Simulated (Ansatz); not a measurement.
Crystal: SiC (Moissanite).

```xyz
4
Lattice="3.0760 0.0000 0.0000 -1.5380 2.6639 0.0000 0.0000 0.0000 5.0480" Properties=species:S:1:pos:R:3 pbc="T T T"
Si    1.5380    0.8880    2.5240
Si    0.0000    1.7759    0.0000
C     1.5380    0.8880    4.4675
C     0.0000    1.7759    1.9435
```

| Property | Result |
| --- | --- |
| Program | Ansatz 0.2.0 |
| Task | relaxation of cell and atoms |
| Functional | HISS |
| Potentials or basis | Ansatz PAW |
| Cutoff | 420 eV (not typed: the program's choice for these potentials) |
| k mesh | 5 × 5 × 3 |
| Occupations | fermi-dirac, width 0.05 eV |
| Spin | no spin polarisation |

At the start: volume 10.34 Å³/atom.

Problem. Where does the relaxation end?

Solution. It ends after 8 steps and the volume is 10.14 Å³/atom (-2.0 %); space group P6_3mc (No. 186, to 0.05 Å).

Step by step:
```tsv
step	energy change (eV)	largest force (eV/Å)	volume (Å³)
1	0.0000	0.7709	41.36
2	-0.0318	0.4197	40.90
3	-0.0452	0.1282	40.36
4	-0.0484	0.0010	40.56
5	-0.0484	0.0006	40.57
6	-0.0472	0.0006	40.57
7	-0.0472	0.0001	40.56
8	-0.0472	0.0001	40.56
```

Final structure:
```
CELL_PARAMETERS angstrom
3.05757 0.00000 0.00000
-1.52879 2.64793 0.00000
0.00000 0.00000 5.00932
ATOMIC_POSITIONS crystal
Si 0.66667 0.33333 0.50431
Si 0.33333 0.66667 0.00431
C 0.66667 0.33333 0.88069
C 0.33333 0.66667 0.38069
```

Caveat: the k mesh is coarse (spacing up to 0.47 Å⁻¹), so the values aren't converged, least of all with exact exchange; the plane-wave basis is chosen anew once the cell has moved, so the energies of steps on either side of that aren't comparable; the PAW data sets come from PBE, with cores solved anew for the run's functional, which leaves a small shift of forces and pressure.
